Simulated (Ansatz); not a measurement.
# TaH5: one candidate of a structure search, part 2 of 3

Where does this trial cell of TaH5 go when cell and atoms are let free?

Ansatz 0.2.0; DFT PBE, scalar-relativistic, plane waves, PAW.

## Step 3: A loose first relaxation

input.yaml

```yaml
crystal:
  lattice:
    - [4.1913431, 0.0, 0.0]
    - [-2.09567155, 3.6298096, 0.0]
    - [0.0, 0.0, 3.31799277]
  atoms:
    - { symbol: Ta, position: [0.0, 0.0, 0.0] }
    - { symbol: H, position: [0.5, 0.0, 0.5] }
    - { symbol: H, position: [0.5, 0.5, 0.5] }
    - { symbol: H, position: [0.0, 0.5, 0.5] }
    - { symbol: H, position: [0.33333333, 0.66666667, 0.0] }
    - { symbol: H, position: [0.66666667, 0.33333333, 0.0] }
basis:
  ecutwfc: 420
kpoints:
  mp_grid: { grid: [6, 6, 6] }
hamiltonian:
  xc: pbe
scf:
  occupations: { method: gaussian, width: 0.1 }
  lower_state_search: "off"
output:
  forces: true
  stress: true
  eigenvalues: true
relax:
  adjacent_minimum: "off"
  f_tol: 0.04
  max_steps: 70
  cell: { stress_tol: 0.4 }
```

Started as:

```sh
$ ansatz run input.yaml --threads 1 --pin off --max-ram 2048MiB --backend cpu --events-out ev --progress --plain --runs-dir out
```

The log of the run:

```text
Warning: RAYON_NUM_THREADS=1 ignored (pool sized by the plan → 1); use --threads N
Engine: ansatz 0.2.0, x86_64-unknown-linux-gnu
Pseudopotentials: kind: paw
Pseudopotential: Ta, paw, valence charge 13, recommended cutoff 420 eV (normal), Ta.paw.azcp
Pseudopotential: H, paw, valence charge 1, recommended cutoff 420 eV (normal), H.paw.azcp
Functional definition: PBE
  parameter kappa = 0.804
  parameter beta = 0.06672455060314922
  exchange = pbe_x(kappa = kappa, mu = beta*pi^2/3)
  correlation = pbe_c(beta = beta)
Crystal: 6 atoms, lattice volume = 50.479 Å³
Basis set: ecut = 420 eV, 953 PW (Γ), exchange–correlation on 60×60×48 points (8 copies of the dense FFT grid, shifted against one another)
Bands: 15, of which v1, the nominal top of the filled ones, is band 9 counted from 1 (8 counted from 0)
Symmetry: 24 space group operations
Space group: P6/mmm (ITA 191), of the structure as read, at distance tolerance 3.7e-5 Å
k-points: 28 of 216
Non-local potential: Ta, projectors of the file, l = 0: 3, l = 1: 2, l = 2: 2, l = 3: 1
Non-local potential: H, projectors of the file, l = 0: 2, l = 1: 1
PAW form: soft (Blöchl's): semilocal exchange-correlation on the pseudo side does not see the compensation charge
PAW one-centre angular grid: Ta, 590 points (default); XC on 64 Gauss nodes
PAW one-centre angular grid: H, 110 points (default); XC on 64 Gauss nodes
Initial density: superposition of atomic densities (neutral atoms: chi_scale 0, normalization atom), corrected by the library's trained network
Initial wavefunctions: pseudopotential atomic-orbital guess
Functional: x = pbe(κ = 0.804, μ = 0.2195149727645171), c = pbe(β = 0.06672455060314922)
SCF iter   1: F=—  HF=-10005.512984 eV  |F-HF|=—  |Δ(HF+E_count)|=         —  Δρ=9.62e-3  dr2=7.59e-2  ethr=1.77e-3  ⟨swp⟩=4.9  Hψ=1966  notcnv=0
preconditioner: auto → none  [insulator: Δε(μ)=0.228 eV  Ē_g=5.956 eV  σ=0.100 eV  W_gap=0.71  n_scr=8 (ndim 8)  ℏωp=16.5 eV  f_vac=0.000  D(μ)=0.98/eV (n_scr^D=6)  ε∞_Penn≈8.7]
SCF iter   2: F=—  HF=-10005.502414 eV  |F-HF|=—  |Δ(HF+E_count)|=   1.06e-2  Δρ=4.37e-3  dr2=1.23e-2  ethr=4.22e-4  ⟨swp⟩=1.0  Hψ=644  notcnv=0
SCF iter   3: F=—  HF=-10005.501067 eV  |F-HF|=—  |Δ(HF+E_count)|=   1.35e-3  Δρ=6.84e-4  dr2=1.40e-4  ethr=6.86e-5  ⟨swp⟩=1.5  Hψ=417  notcnv=0
SCF iter   4: F=—  HF=-10005.501140 eV  |F-HF|=—  |Δ(HF+E_count)|=   7.27e-5  Δρ=6.99e-5  dr2=2.20e-6  ethr=7.76e-7  ⟨swp⟩=2.3  Hψ=523  notcnv=0
SCF iter   5: F=—  HF=-10005.501146 eV  |F-HF|=—  |Δ(HF+E_count)|=   6.31e-6  Δρ=2.11e-5  dr2=1.49e-7  ethr=1.22e-8  ⟨swp⟩=2.6  Hψ=624  notcnv=0
SCF iter   6: F=-10005.501146 eV  HF=-10005.501146 eV  |F-HF|=1.63e-9  |Δ(HF+E_count)|=   6.28e-8  Δρ=2.99e-6  dr2=3.83e-9  ethr=5.56e-10  ⟨swp⟩=6.9  Hψ=1561  notcnv=0
SCF 1 converged in 6 iterations: F = -10005.501146 eV  dr2 = 3.83e-9
relax step   1: F+E_penalty+E_count = -10005.50114608 eV  Δ(F+E_penalty+E_count) = +0.000e0 eV  max|allowed force component| = 1.176e-18 eV/Å  Δτ_max = 0.0000 Å  P = -35.663 GPa  Ω = 50.479 Å³  (6 SCF iters, dr2 threshold 1.00e-7 eV, accepted)
Crystal: 6 atoms, lattice volume = 44.031 Å³
Basis set: ecut = 420 eV, 899 PW (Γ), exchange–correlation on 60×60×48 points (8 copies of the dense FFT grid, shifted against one another)
Initial density: handed on by an earlier stage of this run
Initial wavefunctions: those handed on with the density
iter 1 solved again at ethr=1.84e-4 eV; its pass at ethr=3.10e-3 eV (dr2=3.31e-2 eV) is discarded
SCF iter   1: F=—  HF=-10006.957836 eV  |F-HF|=—  |Δ(HF+E_count)|=         —  Δρ=8.46e-3  dr2=3.36e-2  ethr=1.84e-4  ⟨swp⟩=1.0  Hψ=2600  notcnv=0
preconditioner: auto → none  [insulator: Δε(μ)=0.260 eV  Ē_g=6.871 eV  σ=0.100 eV  W_gap=0.67  n_scr=8 (ndim 8)  ℏωp=17.7 eV  f_vac=0.000  D(μ)=0.86/eV (n_scr^D=6)  ε∞_Penn≈7.6]
SCF iter   2: F=—  HF=-10006.954015 eV  |F-HF|=—  |Δ(HF+E_count)|=   3.82e-3  Δρ=4.54e-3  dr2=9.43e-3  ethr=1.84e-4  ⟨swp⟩=1.0  Hψ=420  notcnv=0
SCF iter   3: F=—  HF=-10006.952596 eV  |F-HF|=—  |Δ(HF+E_count)|=   1.42e-3  Δρ=3.07e-4  dr2=2.95e-5  ethr=5.24e-5  ⟨swp⟩=1.1  Hψ=429  notcnv=0
SCF iter   4: F=—  HF=-10006.952604 eV  |F-HF|=—  |Δ(HF+E_count)|=   8.04e-6  Δρ=6.55e-5  dr2=8.47e-7  ethr=1.64e-7  ⟨swp⟩=2.1  Hψ=556  notcnv=0
iter 5 did not close the SCF: its close was put off for the readings that it lacked (scf_convergence_deferred on its scf_iter line)
SCF iter   5: F=-10006.952605 eV  HF=-10006.952605 eV  |F-HF|=2.41e-9  |Δ(HF+E_count)|=   1.21e-6  Δρ=7.23e-6  dr2=1.59e-8  ethr=4.71e-9  ⟨swp⟩=2.0  Hψ=564  notcnv=0
SCF iter   6: F=-10006.952605 eV  HF=-10006.952605 eV  |F-HF|=1.09e-11  |Δ(HF+E_count)|=   9.46e-9  Δρ=6.96e-7  dr2=1.23e-10  ethr=8.83e-11  ⟨swp⟩=1.9  Hψ=1189  notcnv=0
SCF 2 converged in 6 iterations: F = -10006.952605 eV  dr2 = 1.23e-10
relax step   2: F+E_penalty+E_count = -10006.95260546 eV  Δ(F+E_penalty+E_count) = -1.451e0 eV  max|allowed force component| = 6.264e-19 eV/Å  Δτ_max = 0.0000 Å  P = -34.068 GPa  Ω = 44.031 Å³  energy of the carried Pulay correction = +7.265e-3 eV  (6 SCF iters, dr2 threshold 6.00e-7 eV, accepted)
Crystal: 6 atoms, lattice volume = 38.330 Å³
Basis set: ecut = 420 eV, 755 PW (Γ), exchange–correlation on 60×60×48 points (8 copies of the dense FFT grid, shifted against one another)
iter 1 solved again at ethr=1.89e-4 eV; its pass at ethr=3.10e-3 eV (dr2=3.40e-2 eV) is discarded
SCF iter   1: F=—  HF=-10008.129199 eV  |F-HF|=—  |Δ(HF+E_count)|=         —  Δρ=1.01e-2  dr2=3.46e-2  ethr=1.89e-4  ⟨swp⟩=1.0  Hψ=2603  notcnv=0
preconditioner: auto → none  [insulator: Δε(μ)=0.316 eV  Ē_g=7.918 eV  σ=0.100 eV  W_gap=0.64  n_scr=8 (ndim 8)  ℏωp=19.0 eV  f_vac=0.000  D(μ)=0.77/eV (n_scr^D=0)  ε∞_Penn≈6.7]
SCF iter   2: F=—  HF=-10008.125093 eV  |F-HF|=—  |Δ(HF+E_count)|=   4.11e-3  Δρ=5.39e-3  dr2=9.69e-3  ethr=1.89e-4  ⟨swp⟩=1.0  Hψ=420  notcnv=0
SCF iter   3: F=—  HF=-10008.123632 eV  |F-HF|=—  |Δ(HF+E_count)|=   1.46e-3  Δρ=4.05e-4  dr2=5.67e-5  ethr=5.38e-5  ⟨swp⟩=1.1  Hψ=431  notcnv=0
SCF iter   4: F=—  HF=-10008.123621 eV  |F-HF|=—  |Δ(HF+E_count)|=   1.11e-5  Δρ=8.55e-5  dr2=1.14e-6  ethr=3.15e-7  ⟨swp⟩=2.3  Hψ=544  notcnv=0
iter 5 did not close the SCF: its close was put off for the readings that it lacked (scf_convergence_deferred on its scf_iter line)
SCF iter   5: F=-10008.123623 eV  HF=-10008.123623 eV  |F-HF|=4.89e-8  |Δ(HF+E_count)|=   1.57e-6  Δρ=1.10e-5  dr2=5.96e-8  ethr=6.31e-9  ⟨swp⟩=2.0  Hψ=585  notcnv=0
SCF iter   6: F=-10008.123623 eV  HF=-10008.123623 eV  |F-HF|=2.47e-10  |Δ(HF+E_count)|=   1.45e-8  Δρ=1.85e-6  dr2=5.76e-10  ethr=3.31e-10  ⟨swp⟩=2.1  Hψ=1437  notcnv=0
SCF 3 converged in 6 iterations: F = -10008.123623 eV  dr2 = 5.76e-10
relax step   3: F+E_penalty+E_count = -10008.12362271 eV  Δ(F+E_penalty+E_count) = -1.171e0 eV  max|allowed force component| = 2.891e-19 eV/Å  Δτ_max = 0.0000 Å  P = -27.959 GPa  Ω = 38.330 Å³  energy of the carried Pulay correction = +1.457e-2 eV  (6 SCF iters, dr2 threshold 6.00e-7 eV, accepted)
Crystal: 6 atoms, lattice volume = 33.308 Å³
Basis set: ecut = 420 eV, 641 PW (Γ), exchange–correlation on 60×60×48 points (8 copies of the dense FFT grid, shifted against one another)
iter 1 solved again at ethr=2.27e-4 eV; its pass at ethr=3.10e-3 eV (dr2=4.09e-2 eV) is discarded
SCF iter   1: F=—  HF=-10008.869648 eV  |F-HF|=—  |Δ(HF+E_count)|=         —  Δρ=1.26e-2  dr2=4.16e-2  ethr=2.27e-4  ⟨swp⟩=1.0  Hψ=2625  notcnv=0
preconditioner: auto → none  [insulator: Δε(μ)=0.264 eV  Ē_g=9.106 eV  σ=0.100 eV  W_gap=0.69  n_scr=8 (ndim 8)  ℏωp=20.3 eV  f_vac=0.000  D(μ)=0.85/eV (n_scr^D=8)  ε∞_Penn≈6.0]
SCF iter   2: F=—  HF=-10008.863619 eV  |F-HF|=—  |Δ(HF+E_count)|=   6.03e-3  Δρ=6.55e-3  dr2=1.06e-2  ethr=2.27e-4  ⟨swp⟩=1.0  Hψ=420  notcnv=0
SCF iter   3: F=—  HF=-10008.861970 eV  |F-HF|=—  |Δ(HF+E_count)|=   1.65e-3  Δρ=7.11e-4  dr2=1.50e-4  ethr=5.90e-5  ⟨swp⟩=1.1  Hψ=435  notcnv=0
SCF iter   4: F=—  HF=-10008.861947 eV  |F-HF|=—  |Δ(HF+E_count)|=   2.29e-5  Δρ=9.35e-5  dr2=1.28e-6  ethr=8.34e-7  ⟨swp⟩=1.6  Hψ=479  notcnv=0
iter 5 did not close the SCF: its close was put off for the readings that it lacked (scf_convergence_deferred on its scf_iter line)
SCF iter   5: F=-10008.861949 eV  HF=-10008.861949 eV  |F-HF|=4.28e-8  |Δ(HF+E_count)|=   1.47e-6  Δρ=1.23e-5  dr2=5.47e-8  ethr=7.13e-9  ⟨swp⟩=2.0  Hψ=562  notcnv=0
SCF iter   6: F=-10008.861949 eV  HF=-10008.861949 eV  |F-HF|=1.98e-10  |Δ(HF+E_count)|=   1.36e-8  Δρ=2.13e-6  dr2=6.18e-10  ethr=3.04e-10  ⟨swp⟩=2.2  Hψ=1492  notcnv=0
SCF 4 converged in 6 iterations: F = -10008.861949 eV  dr2 = 6.18e-10
relax step   4: F+E_penalty+E_count = -10008.86194893 eV  Δ(F+E_penalty+E_count) = -7.383e-1 eV  max|allowed force component| = 1.066e-18 eV/Å  Δτ_max = 0.0000 Å  P = -14.377 GPa  Ω = 33.308 Å³  energy of the carried Pulay correction = +2.182e-2 eV  (6 SCF iters, dr2 threshold 6.00e-7 eV, accepted)
Crystal: 6 atoms, lattice volume = 30.115 Å³
Basis set: ecut = 420 eV, 579 PW (Γ), exchange–correlation on 60×60×48 points (8 copies of the dense FFT grid, shifted against one another)
iter 1 solved again at ethr=7.15e-5 eV; its pass at ethr=3.10e-3 eV (dr2=1.29e-2 eV) is discarded
SCF iter   1: F=—  HF=-10009.004786 eV  |F-HF|=—  |Δ(HF+E_count)|=         —  Δρ=8.49e-3  dr2=1.28e-2  ethr=7.15e-5  ⟨swp⟩=1.1  Hψ=2857  notcnv=0
preconditioner: auto → none  [insulator: Δε(μ)=0.356 eV  Ē_g=9.988 eV  σ=0.100 eV  W_gap=0.65  n_scr=8 (ndim 8)  ℏωp=21.4 eV  f_vac=0.000  D(μ)=0.78/eV (n_scr^D=8)  ε∞_Penn≈5.6]
SCF iter   2: F=—  HF=-10009.004025 eV  |F-HF|=—  |Δ(HF+E_count)|=   7.61e-4  Δρ=4.65e-3  dr2=4.18e-3  ethr=7.13e-5  ⟨swp⟩=1.0  Hψ=420  notcnv=0
SCF iter   3: F=—  HF=-10009.003534 eV  |F-HF|=—  |Δ(HF+E_count)|=   4.91e-4  Δρ=1.78e-4  dr2=2.01e-6  ethr=2.32e-5  ⟨swp⟩=1.1  Hψ=435  notcnv=0
SCF iter   4: F=—  HF=-10009.003530 eV  |F-HF|=—  |Δ(HF+E_count)|=   3.70e-6  Δρ=5.76e-5  dr2=1.19e-6  ethr=1.11e-8  ⟨swp⟩=2.2  Hψ=673  notcnv=0
iter 5 did not close the SCF: its close was put off for the readings that it lacked (scf_convergence_deferred on its scf_iter line)
SCF iter   5: F=-10009.003530 eV  HF=-10009.003530 eV  |F-HF|=7.82e-11  |Δ(HF+E_count)|=   1.21e-7  Δρ=5.67e-6  dr2=5.48e-9  ethr=6.59e-9  ⟨swp⟩=2.7  Hψ=639  notcnv=0
SCF iter   6: F=-10009.003530 eV  HF=-10009.003530 eV  |F-HF|=1.26e-10  |Δ(HF+E_count)|=   2.75e-9  Δρ=9.90e-7  dr2=2.30e-10  ethr=3.04e-11  ⟨swp⟩=1.1  Hψ=1202  notcnv=0
SCF 5 converged in 6 iterations: F = -10009.003530 eV  dr2 = 2.30e-10
relax step   5: F+E_penalty+E_count = -10009.00353005 eV  Δ(F+E_penalty+E_count) = -1.416e-1 eV  max|allowed force component| = 4.216e-19 eV/Å  Δτ_max = 0.0000 Å  P = +1.897 GPa  Ω = 30.115 Å³  energy of the carried Pulay correction = +2.691e-2 eV  (6 SCF iters, dr2 threshold 6.00e-7 eV, accepted)
Crystal: 6 atoms, lattice volume = 30.433 Å³
Basis set: ecut = 420 eV, 573 PW (Γ), exchange–correlation on 60×60×48 points (8 copies of the dense FFT grid, shifted against one another)
iter 1 solved again at ethr=6.87e-6 eV; its pass at ethr=3.10e-3 eV (dr2=1.24e-3 eV) is discarded
SCF iter   1: F=—  HF=-10009.009423 eV  |F-HF|=—  |Δ(HF+E_count)|=         —  Δρ=2.01e-3  dr2=1.37e-3  ethr=6.87e-6  ⟨swp⟩=1.9  Hψ=2489  notcnv=0
preconditioner: auto → none  [insulator: Δε(μ)=0.234 eV  Ē_g=9.885 eV  σ=0.100 eV  W_gap=0.58  n_scr=8 (ndim 8)  ℏωp=21.3 eV  f_vac=0.000  D(μ)=0.82/eV (n_scr^D=8)  ε∞_Penn≈5.6]
SCF iter   2: F=—  HF=-10009.008929 eV  |F-HF|=—  |Δ(HF+E_count)|=   4.94e-4  Δρ=7.37e-4  dr2=1.24e-4  ethr=6.87e-6  ⟨swp⟩=2.1  Hψ=589  notcnv=0
SCF iter   3: F=—  HF=-10009.008896 eV  |F-HF|=—  |Δ(HF+E_count)|=   3.23e-5  Δρ=1.94e-4  dr2=6.74e-6  ethr=6.86e-7  ⟨swp⟩=2.1  Hψ=612  notcnv=0
iter 4 did not close the SCF: its close was put off for the readings that it lacked (scf_convergence_deferred on its scf_iter line)
SCF iter   4: F=-10009.008896 eV  HF=-10009.008896 eV  |F-HF|=6.39e-9  |Δ(HF+E_count)|=   7.26e-8  Δρ=9.65e-6  dr2=1.11e-8  ethr=3.74e-8  ⟨swp⟩=1.7  Hψ=469  notcnv=0
iter 5 did not close the SCF: its close was put off for the readings that it lacked (scf_convergence_deferred on its scf_iter line)
SCF iter   5: F=-10009.008896 eV  HF=-10009.008896 eV  |F-HF|=8.66e-10  |Δ(HF+E_count)|=   4.43e-9  Δρ=1.68e-6  dr2=1.07e-9  ethr=6.17e-11  ⟨swp⟩=2.2  Hψ=634  notcnv=0
SCF iter   6: F=-10009.008896 eV  HF=-10009.008896 eV  |F-HF|=0.00e0  |Δ(HF+E_count)|=  2.64e-10  Δρ=2.68e-7  dr2=1.18e-11  ethr=5.97e-12  ⟨swp⟩=1.0  Hψ=1193  notcnv=0
SCF 6 converged in 6 iterations: F = -10009.008896 eV  dr2 = 1.18e-11
relax step   6: F+E_penalty+E_count = -10009.00889610 eV  Δ(F+E_penalty+E_count) = -5.366e-3 eV  max|allowed force component| = 1.512e-18 eV/Å  Δτ_max = 0.0000 Å  P = +0.019 GPa  Ω = 30.433 Å³  energy of the carried Pulay correction = +2.638e-2 eV  (6 SCF iters, dr2 threshold 6.00e-7 eV, accepted)
Basis set: ecut = 420 eV, 573 PW (Γ), exchange–correlation on 48×48×40 points (8 copies of the dense FFT grid, shifted against one another)
Initial wavefunctions: pseudopotential atomic-orbital guess (no wavefunctions were taken with the density)
iter 1 solved again at ethr=1.63e-7 eV; its pass at ethr=3.10e-3 eV (dr2=2.93e-5 eV) is discarded
SCF iter   1: F=—  HF=-10008.999694 eV  |F-HF|=—  |Δ(HF+E_count)|=         —  Δρ=8.03e-4  dr2=1.96e-5  ethr=1.63e-7  ⟨swp⟩=2.8  Hψ=3101  notcnv=0
preconditioner: auto → none  [insulator: Δε(μ)=0.246 eV  Ē_g=9.885 eV  σ=0.100 eV  W_gap=0.59  n_scr=8 (ndim 8)  ℏωp=21.3 eV  f_vac=0.000  D(μ)=0.81/eV (n_scr^D=8)  ε∞_Penn≈5.6]
SCF iter   2: F=—  HF=-10008.999790 eV  |F-HF|=—  |Δ(HF+E_count)|=   9.60e-5  Δρ=4.05e-4  dr2=4.63e-6  ethr=1.09e-7  ⟨swp⟩=2.1  Hψ=530  notcnv=0
SCF iter   3: F=—  HF=-10008.999820 eV  |F-HF|=—  |Δ(HF+E_count)|=   2.97e-5  Δρ=1.21e-5  dr2=9.85e-9  ethr=2.57e-8  ⟨swp⟩=2.0  Hψ=559  notcnv=0
SCF iter   4: F=—  HF=-10008.999818 eV  |F-HF|=—  |Δ(HF+E_count)|=   1.32e-6  Δρ=2.61e-6  dr2=1.28e-9  ethr=5.47e-11  ⟨swp⟩=2.1  Hψ=605  notcnv=0
iter 5 did not close the SCF: its close was put off for the readings that it lacked (scf_convergence_deferred on its scf_iter line)
SCF iter   5: F=-10008.999818 eV  HF=-10008.999818 eV  |F-HF|=5.46e-12  |Δ(HF+E_count)|=  3.60e-10  Δρ=1.79e-7  dr2=9.13e-12  ethr=7.09e-12  ⟨swp⟩=2.2  Hψ=566  notcnv=0
SCF iter   6: F=-10008.999818 eV  HF=-10008.999818 eV  |F-HF|=7.28e-12  |Δ(HF+E_count)|=    0.00e0  Δρ=3.43e-8  dr2=2.28e-13  ethr=1.00e-12  ⟨swp⟩=2.0  Hψ=1089  notcnv=0
SCF 7 converged in 6 iterations: F = -10008.999818 eV  dr2 = 2.28e-13
relax step   7: F+E_penalty+E_count = -10008.99981844 eV  Δ(F+E_penalty+E_count) = +9.078e-3 eV  max|allowed force component| = 1.289e-18 eV/Å  Δτ_max = 0.0000 Å  P = -0.158 GPa  Ω = 30.433 Å³  stress off target by 1.89e-1 GPa  SCF on the basis re-selected at this cell (its energy is not comparable with the rows above)  (6 SCF iters)
basis re-selected at this cell: Δ(F+E_penalty+E_count) = +9.078e-3 eV, ΔP = -0.176 GPa vs the last step (what re-selecting the basis moved, of the pressure what is left beyond the Pulay correction that the steps carried, after the strain that the cell walked since its last selection, with what the two solves' SCF thresholds leave and, on support functions, any second-order correction that the steps lacked; it is no measure of the basis error at this ecutwfc). The dense FFT grid was sized anew with the basis: this SCF ran on 24×24×20 points, the steps before it on 30×30×24, so part of this shift can come from that change (see relax.cell in the input reference). This SCF's stress stands 1.89e-1 GPa from its target on what of the cell is left free (relax.cell.stress_tol is 4.00e-1 GPa) and its largest allowed force component is 1.29e-18 eV/Å (relax.f_tol is 4.00e-2 eV/Å): within both
SCF converged after 6 iterations
Free energy (F): -10008.999818 eV
Harris-Foulkes:  -10008.999818 eV  (|F-HF|=7.28e-12)
Internal energy: -10008.995787 eV  (E = F + TS)
E sigma→0 (E₀):  -10008.997803 eV
Entropy (-TS):   -0.004031 eV (-0.672 meV/atom)
Fermi energy:    13.812453 eV
--- Per-component energies (eV) ---
  E_band       = -156.133292
  E_kinetic    = 434.536504
  E_local      = -703.886480  (includes V_loc(G=0)·N_el)
  E_nonlocal   = 20.681218
  E_hartree    = 236.382910
  E_xc         = -264.765676
  E_vxc        = -264.337554  (∫ρ·V_xc dr)
  E_paw        = -8398.782742  (= ΣΔE_a)
  E_vpaw       = -115.886947  (= ΣTr[D̂ρ^β])
  E_aug_tail   = -0.005840  (compensation charges beyond the density's cutoff)
  E_ewald      = -1333.155681
  E_smearing   = -0.004031  (= −TS)
  E_closure    = 0.000000  (closes the sum)
  Σ components = -10008.999818   (vs F -10008.999818, Δ=0.00e0)
--- Forces (eV/Å), atoms counted from 1 ---
  atom   1  Ta    -0.00000000    -0.00000000     0.00000000
  atom   2  H     -0.00000000    -0.00000000     0.00000000
  atom   3  H      0.00000000     0.00000000     0.00000000
  atom   4  H      0.00000000     0.00000000     0.00000000
  atom   5  H     -0.00000000     0.00000000    -0.00000000
  atom   6  H      0.00000000    -0.00000000     0.00000000
  max |Σ_I F_I| component: 7.23e-20 eV/Å
--- Stress (GPa, compression-positive) ---
       -0.189098       0.000000       0.000000
       -0.000000      -0.189098      -0.000000
        0.000000      -0.000000      -0.094835
  P = ⅓ Tr σ = -0.1577 GPa (-1.577 kbar)
--- Band table (eV; the first three rows and the last of 28) ---
  k-point 0: bands = ["-54.9762", "-21.4781", "-21.4781", "-21.0539", "-0.3277", "8.6954", "10.0722", "10.0722", "12.1175", "16.5889", "16.5889", "18.7316", "20.3615", "20.3615", "21.0876"]
  k-point 1: bands = ["-54.9677", "-21.4629", "-21.4629", "-21.2158", "0.2077", "8.4246", "10.4679", "10.4679", "12.3710", "15.2985", "15.2985", "16.7262", "19.1700", "19.1700", "24.6685"]
  k-point 2: bands = ["-54.9507", "-21.5274", "-21.4321", "-21.4321", "1.6948", "6.6369", "11.5797", "11.5797", "12.9611", "13.6745", "13.6745", "16.7741", "16.7741", "17.6899", "24.3985"]
  k-point 27: bands = ["-54.9318", "-21.6261", "-21.5769", "-21.5769", "6.1377", "6.1377", "7.5785", "7.5785", "12.7533", "15.1802", "18.4484", "18.4484", "18.6185", "18.6185", "21.0240"]
--- Relaxed structure (6 steps of the walk, 6 accepted, 1 SCFs on fresh bases) ---
  F+E_penalty+E_count = -10008.99981844 eV   max|allowed force component| = 1.289e-18 eV/Å   (the final SCF, on the basis selected at the relaxed cell)
  cell:  # Å, volume = 30.4334 Å³
    - [3.4524051802813194, 5.642479399482891e-34, 2.2313602537084977e-17]
    - [-1.7262025901406597, 2.9898705902806184, -1.1156801268542487e-17]
    - [1.766411628210113e-17, 9.22168927145599e-34, 2.9483328754358515]
  atoms:
    - { symbol: Ta, position: [5.598848865615547e-35, 2.4065254361413397e-36, -3.697287260766764e-52] }
    - { symbol: H, position: [0.5, 3.6500888194105774e-36, 0.5] }
    - { symbol: H, position: [0.5, 0.5, 0.5] }
    - { symbol: H, position: [-2.558233370606542e-18, 0.5, 0.5] }
    - { symbol: H, position: [0.33333333333333337, 0.6666666666666667, -1.4326025550189592e-34] }
    - { symbol: H, position: [0.6666666666666666, 0.33333333333333337, 0.0] }
```

Run time: 4.8 s. Hardware: 1 thread of Intel Xeon Platinum 8559C (Emerald Rapids), shared host; peak memory 0.38 GiB.

Step by step:

```csv
step,energy from step 1 (eV/cell),largest force component (eV/Å),pressure (GPa),volume (Å³)
1,0.0000,0.0000,-35.66,50.48
2,-1.4515,0.0000,-34.07,44.03
3,-2.6225,0.0000,-27.96,38.33
4,-3.3608,0.0000,-14.38,33.31
5,-3.5024,0.0000,1.90,30.12
6,-3.5077,0.0000,0.02,30.43
7,-3.4987,0.0000,-0.16,30.43
```

Step 1 is the start. Step 7 repeats the geometry before it on a plane-wave basis chosen anew for that cell, so its energy need not be comparable with the rows above.

|  | before | after | change |
| --- | --- | --- | --- |
| a (Å) | 4.191 | 3.452 | -17.6 % |
| b (Å) | 4.191 | 3.452 | -17.6 % |
| c (Å) | 3.318 | 2.948 | -11.1 % |
| volume (Å³/atom) | 8.41 | 5.07 | -39.7 % |
| shortest distance (Å) | 2.053 | 1.726 | -15.9 % |
| space group (0.01 Å) | P6/mmm | P6/mmm | same |

Forces and stress were held to the start's 24 operations: a distortion of lower symmetry was not tested.

[end of part 2 of 3]
